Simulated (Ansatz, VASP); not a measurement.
**Two plane-wave programs on BP**

```
B P
1.0
     0.00000    2.23887    2.23887
     2.23887    0.00000    2.23887
     2.23887    2.23887    0.00000
B P
1 1
Direct
  0.00000 0.00000 0.00000
  0.25000 0.25000 0.25000
```

Alike in both runs: functional PBEsol; k mesh 10 × 10 × 10; occupations gaussian, width 0.02 eV; no spin polarisation.

Ansatz relaxed the structure, and its values are those at the end. VASP's run is a single point on that final structure, the one shown.

|  | VASP | Ansatz |
| --- | --- | --- |
| version | VASP 6.6.1 | Ansatz 0.2.0 |
| potentials or method | VASP PAW PBE potentials, release 64 (B, P) | scalar-relativistic, plane waves, PAW |
| plane-wave cutoff (eV) | 520 | 420 |
| valence electrons in the cell | 8 | 8 |

|  | VASP | Ansatz | Ansatz less VASP |
| --- | --- | --- | --- |
| gap on the k mesh at the Fermi level (eV) | 1.08 | 1.08 | +0.003 |
| least direct gap on the mesh (eV) | 3.42 | 3.42 | +0.006 |
| pressure (GPa) | 5.2 | 5.1 | -0.10 |

Caveats: the PAW data sets were made with another functional, which shifts forces and pressure a little (VASP). A k mesh can miss the band edges.
